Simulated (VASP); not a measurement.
# BaTiO3 (Pm-3m) in VASP: further runs

The runs below take BaTiO3 through single point, with LDA.

Everything below comes from runs of VASP 6.6.1. Logs are shortened: lines on timing, memory, paths and dates and some standing lists are left out, and cuts for length are marked.

### Step 1. The structure

Symmetry: Pm-3m, No. 221, cubic system. Conventional cell: a = 4.006 Å, b = 4.006 Å, c = 4.006 Å, α = 90.00°, β = 90.00°, γ = 90.00°. Ba (site symmetry m-3m) has 12 O at 2.83 Å as nearest neighbours. Ti (site symmetry m-3m) has 6 O at 2.00 Å as nearest neighbours. O (site symmetry 4/mmm) has 2 Ti at 2.00 Å as nearest neighbours.

### Step 2. Single point, LDA

INCAR

```
PREC = Accurate
ENCUT = 460
EDIFF = 1E-7
ISMEAR = 0
SIGMA = 0.01
LREAL = False
LASPH = True
NELM = 100
ALGO = Normal
ISIF = 2
LWAVE = False
LCHARG = False
GGA = CA
ADDGRID = False
```

KPOINTS

```
Automatic mesh
0
Gamma
  4 4 4
```

POSCAR

```
BaTiO3
1.0
    4.0060000000      0.0000000000      0.0000000000
    0.0000000000      4.0060000000      0.0000000000
    0.0000000000      0.0000000000      4.0060000000
Ba Ti O
1 1 3
Direct
    0.4701120000      0.5031600000      0.5056990000
   -0.0202070000      0.0016430000     -0.0204470000
   -0.0270160000     -0.0188640000      0.5097340000
   -0.0003670000      0.4971430000     -0.0056670000
    0.4958670000     -0.0087980000      0.0064420000
```

Potentials or basis: VASP PAW LDA potentials, release 64 (Ba_sv, Ti_sv, O).

Run with:

```sh
cat potpaw_LDA.64/Ba_sv/POTCAR potpaw_LDA.64/Ti_sv/POTCAR potpaw_LDA.64/O/POTCAR > POTCAR
mpirun -np 1 vasp_std > vasp.out
```

OUTCAR:

```text
PREC = Accurate
   ENCUT = 460
   EDIFF = 1E-7
   ISMEAR = 0
   LREAL = False
   LASPH = True
   NELM = 100
   ISIF = 2
   GGA = CA

 Found     36 irreducible k-points:

 Following reciprocal coordinates:
            Coordinates               Weight
  0.000000  0.000000  0.000000      1.000000
  0.250000  0.000000  0.000000      2.000000
  0.000000  0.250000  0.000000      2.000000
  0.000000  0.000000  0.250000      2.000000
  0.500000  0.000000  0.000000      1.000000
  0.000000  0.500000  0.000000      1.000000
   k-points           NKPTS =     36   k-points in BZ     NKDIM =     36   number of bands    NBANDS=     24
   number of dos      NEDOS =    301   number of ions     NIONS =      5
   total plane-waves  NPLWV =  21952
   dimension x,y,z NGX =    28 NGY =   28 NGZ =   28
   dimension x,y,z NGXF=    56 NGYF=   56 NGZF=   56
   ions per type =               1   1   3
   NGX,Y,Z   is equivalent  to a cutoff of  11.62, 11.62, 11.62 a.u.
   NGXF,Y,Z  is equivalent  to a cutoff of  23.24, 23.24, 23.24 a.u.
 SYSTEM =  unknown system
   PREC   = accura    normal or accurate (medium, high low for compatibility)
   ISTART =      0    job   : 0-new  1-cont  2-samecut
   ICHARG =      2    charge: 1-file 2-atom 10-const
   ISPIN  =      1    spin polarized calculation?
   LNONCOLLINEAR =      F non collinear calculations
   LSORBIT =      F    spin-orbit coupling
   LASPH  =      T    aspherical Exc in radial PAW
   ENCUT  =  460.0 eV  33.81 Ry    5.81 a.u.   7.01  7.01  7.01*2*pi/ulx,y,z
   NELM   =    100;   NELMIN=  2; NELMDL= -5     # of ELM steps
   EDIFF  = 0.1E-06   stopping-criterion for ELM
   LREAL  =      F    real-space projection
   EDIFFG = 0.1E-05   stopping-criterion for IOM
   NSW    =      0    number of steps for IOM
   IBRION =     -1    ionic relax: 0-MD 1-quasi-New 2-CG
   NFREE  =      0    steps in history (QN), initial steepest desc. (CG)
   ISIF   =      2    stress and relaxation
   ISYM   =      2    0-nonsym 1-usesym 2-fastsym
   POTIM  = 0.5000    time-step for ionic-motion
   TEBEG  =    0.0;   TEEND  =   0.0 temperature during run
   PSTRESS=    0.0 pullay stress
   NELECT =      40.0000    total number of electrons
   NUPDOWN=      -1.0000    fix difference up-down
   EMIN   =  10.00;   EMAX   =-10.00  energy-range for DOS
   EFERMI =   0.00;   METHOD = LEGACY
   ISMEAR =     0;   SIGMA  =   0.01  broadening in eV -4-tet -1-fermi 0-gaus
   EFERMI_NEDOS =   21; number of points for ismear=-14 and -15
   IALGO  =     38    algorithm
   IMIX   =      4    mixing-type and parameters
     AMIX     =   0.40;   BMIX     =  1.00
     AMIX_MAG =   1.60;   BMIX_MAG =  1.00
  volume/ion in A,a.u.               =      12.86        86.77
  Fermi-wavevector in a.u.,A,eV,Ry     =   1.397603  2.641087 26.576187  1.953295
  Thomas-Fermi vector in A             =   2.520843
   LORBIT       =      0    0 simple, 1 ext, 2 COOP (PROOUT), +10 PAW based schemes
   GGA     = CA    functional components
   LHFCALC =     F    Hartree Fock is set to
   AEXX    =    0.0000 exact exchange contribution
   IVDW    =     0    specifies the selected vdW correction
   LEPSILON=     F    determine dielectric tensor
   LRPA    =     F    only Hartree local field effects (RPA)
 non-spin polarized calculation
 Gauss-broadening in eV      SIGMA  =   0.01
  energy-cutoff  :      460.00
  volume of cell :       64.29
 maximum number of plane-waves:      1472
   NGX = 15   NGY = 15   NGZ = 15

 number of electron      39.9999994 magnetization

 Free energy of the ion-electron system (eV)
  ---------------------------------------------------
  ext. energy  EPLUGINS =         0.00000000
  ---------------------------------------------------
  free energy    TOTEN  =       -44.06350698 eV

  energy without entropy =      -44.06350698  energy(sigma->0) =      -44.06350698

 E-fermi :   3.5795     XC(G=0): -11.7160

 val. band max:        3.5109495253   @ k =   0.5000   0.5000   0.5000
 cond. band min:       5.3207258018   @ k =   0.0000   0.0000   0.0000
 fundamental gap:      1.8097762765
 Fermi energy:         3.5795250026

 k-point     1 :       0.0000    0.0000    0.0000
  band No.  band energies     occupation
      1     -52.3031      2.00000
      2     -28.9548      2.00000
      3     -28.9259      2.00000
      4     -28.9178      2.00000
      5     -21.1672      2.00000
      6     -13.0761      2.00000
[... 16 lines left out ...]
     23       5.4904      0.00000
     24       7.5648      0.00000

 k-point     2 :       0.2500    0.0000    0.0000
  band No.  band energies     occupation
      1     -52.3027      2.00000
      2     -28.9540      2.00000
      3     -28.9525      2.00000
      4     -28.9168      2.00000
      5     -21.1066      2.00000
      6     -13.1720      2.00000
[... 16 lines left out ...]
     23       6.2859      0.00000
     24       7.6216      0.00000

 k-point     3 :       0.0000    0.2500    0.0000
  band No.  band energies     occupation
      1     -52.3027      2.00000
      2     -28.9539      2.00000
      3     -28.9446      2.00000
      4     -28.9248      2.00000
      5     -21.1069      2.00000
      6     -13.1701      2.00000
[... 16 lines left out ...]
     23       6.2733      0.00000
     24       7.6461      0.00000

 k-point     4 :       0.0000    0.0000    0.2500
  band No.  band energies     occupation
      1     -52.3027      2.00000
      2     -28.9818      2.00000
      3     -28.9248      2.00000
      4     -28.9168      2.00000
      5     -21.1066      2.00000
      6     -13.1379      2.00000
[... 16 lines left out ...]
     23       6.3225      0.00000
     24       7.5682      0.00000

 k-point     5 :       0.5000    0.0000    0.0000
  band No.  band energies     occupation
      1     -52.3021      2.00000
      2     -28.9793      2.00000
      3     -28.9526      2.00000
      4     -28.9157      2.00000
      5     -21.0441      2.00000
      6     -13.3450      2.00000
[... 16 lines left out ...]
     23       7.0579      0.00000
     24       7.6084      0.00000

 k-point     6 :       0.0000    0.5000    0.0000
  band No.  band energies     occupation
      1     -52.3021      2.00000
      2     -28.9716      2.00000
      3     -28.9525      2.00000
      4     -28.9237      2.00000
      5     -21.0449      2.00000
      6     -13.3400      2.00000
[... 16 lines left out ...]
     23       7.0415      0.00000
     24       7.6295      0.00000

 [... further k-points ...]
[... 5 lines left out ...]
  --------------------------------------------------------------------------------------
  -------------------------------------------------------------------------------------
  Total       -2.7672307     -3.0140357     -2.1567217     -0.0899105     -0.1139797     -0.1471433
  in kB      -68.9641054    -75.1149078    -53.7491819     -2.2407237     -2.8405689     -3.6670622
  external PRESSURE =     -65.9427317 kB  Pullay stress =       0.0000000 kB

 VOLUME and BASIS-vectors are now :
 -----------------------------------------------------------------------------
  energy-cutoff  :      460.00
  volume of cell :       64.29
      direct lattice vectors                 reciprocal lattice vectors
     4.006000000  0.000000000  0.000000000     0.249625562  0.000000000  0.000000000
     0.000000000  4.006000000  0.000000000     0.000000000  0.249625562  0.000000000
     0.000000000  0.000000000  4.006000000     0.000000000  0.000000000  0.249625562

 POSITION                                       TOTAL-FORCE (eV/Angst)
 -----------------------------------------------------------------------------------
      1.88327      2.01566      2.02583         0.354378     -0.142132     -0.375369
      3.92505      0.00658      3.92409        -0.451772      0.047983     -0.023897
      3.89777      3.93043      2.04199         0.349230      0.366288      0.179191
      4.00453      1.99155      3.98330        -0.138824     -0.459937      0.222866
      1.98644      3.97076      0.02581        -0.113012      0.187798     -0.002792
 -----------------------------------------------------------------------------------
    total drift:                                0.000017      0.000300      0.000410

  FREE ENERGIE OF THE ION-ELECTRON SYSTEM (eV)
  ---------------------------------------------------
  free  energy   TOTEN  =       -44.0635069786 eV

  energy  without entropy=      -44.0635069786  energy(sigma->0) =      -44.06350698
```

Wall time 44 s (1 thread of AMD EPYC 7R13 (Zen 3), shared host); peak memory 0.15 GiB.

The run converged, but some of its settings lie outside the range that counts as converged, so its numbers aren't taken as properties of the crystal.

What came out:

```yaml
Free_energy: -44.0635 eV
Pressure: -6.6 GPa
Largest_force: 0.537 eV/Å
Band_gap_on_the_k_mesh: 1.81 eV, indirect (least direct gap 2.09 eV)
```

Caveat: the cutoff is under 1.25 times the usual one of these potentials, so pressure, stress and relaxed cells hold a basis-set (Pulay) error; spin-orbit coupling is left out, which moves the levels of the heavy elements.

### Step 3. Single point, LDA

Edit INCAR of step 2 so:

```diff
@@ -1,2 +1,2 @@
-PREC = Accurate
+PREC = Low
 ENCUT = 460
@@ -4,3 +4,3 @@
 ISMEAR = 0
-SIGMA = 0.01
+SIGMA = 0.05
 LREAL = False
```

KPOINTS is that of step 2.

POSCAR

```
BaTiO3
1.0
    4.0060000000      0.0000000000      0.0000000000
    0.0000000000      4.0060000000      0.0000000000
    0.0000000000      0.0000000000      4.0060000000
Ba Ti O
1 1 3
Direct
    0.5000000000      0.5000000000      0.5000000000
    0.0000000000      0.0000000000      0.0000000000
    0.0000000000      0.0000000000      0.5000000000
    0.0000000000      0.5000000000      0.0000000000
    0.5000000000      0.0000000000      0.0000000000
```

Potentials or basis: VASP PAW LDA potentials, release 64 (Ba_sv, Ti_sv, O).

Run with:

```sh
cat potpaw_LDA.64/Ba_sv/POTCAR potpaw_LDA.64/Ti_sv/POTCAR potpaw_LDA.64/O/POTCAR > POTCAR
mpirun -np 1 vasp_std > vasp.out
```

OUTCAR:

```text
PREC = Low
   ENCUT = 460
   EDIFF = 1E-7
   ISMEAR = 0
   LREAL = False
   LASPH = True
   NELM = 100
   ISIF = 2
   GGA = CA

 Found     10 irreducible k-points:

 Following reciprocal coordinates:
            Coordinates               Weight
  0.000000  0.000000  0.000000      1.000000
  0.250000  0.000000  0.000000      6.000000
  0.500000  0.000000  0.000000      3.000000
  0.250000  0.250000  0.000000     12.000000
  0.500000  0.250000  0.000000     12.000000
[... 235 lines left out ...]
     24       8.2609      0.00000

 [... further k-points ...]
[... 5 lines left out ...]
  --------------------------------------------------------------------------------------
  -------------------------------------------------------------------------------------
  Total       -3.2076894     -3.2076894     -3.2076894      0.0000000     -0.0000000      0.0000000
  in kB      -79.9410885    -79.9410885    -79.9410885      0.0000000     -0.0000000      0.0000000
  external PRESSURE =     -79.9410885 kB  Pullay stress =       0.0000000 kB

 VOLUME and BASIS-vectors are now :
 -----------------------------------------------------------------------------
  energy-cutoff  :      460.00
  volume of cell :       64.29
      direct lattice vectors                 reciprocal lattice vectors
     4.006000000  0.000000000  0.000000000     0.249625562  0.000000000  0.000000000
     0.000000000  4.006000000  0.000000000     0.000000000  0.249625562  0.000000000
     0.000000000  0.000000000  4.006000000     0.000000000  0.000000000  0.249625562

 POSITION                                       TOTAL-FORCE (eV/Angst)
 -----------------------------------------------------------------------------------
      2.00300      2.00300      2.00300         0.000000      0.000000      0.000000
      0.00000      0.00000      0.00000         0.000000      0.000000      0.000000
      0.00000      0.00000      2.00300         0.000000      0.000000      0.000000
      0.00000      2.00300      0.00000         0.000000      0.000000      0.000000
      2.00300      0.00000      0.00000         0.000000      0.000000      0.000000
 -----------------------------------------------------------------------------------
    total drift:                                0.000000      0.000000     -0.000000

  FREE ENERGIE OF THE ION-ELECTRON SYSTEM (eV)
  ---------------------------------------------------
  free  energy   TOTEN  =       -44.0979578769 eV

  energy  without entropy=      -44.0979578769  energy(sigma->0) =      -44.09795788
```

Wall time 10 s (1 thread of AMD EPYC 7R13 (Zen 3), shared host); peak memory 0.09 GiB.

The run converged, but some of its settings lie outside the range that counts as converged, so its numbers aren't taken as properties of the crystal.

What came out:

- Free energy: -44.0980 eV
- Pressure: -8.0 GPa
- Band gap on the k mesh: 1.63 eV, indirect (least direct gap 1.78 eV)

Caveat: the cutoff is under 1.25 times the usual one of these potentials, so pressure, stress and relaxed cells hold a basis-set (Pulay) error; spin-orbit coupling is left out, which moves the levels of the heavy elements.

[end of part 1 of 2]
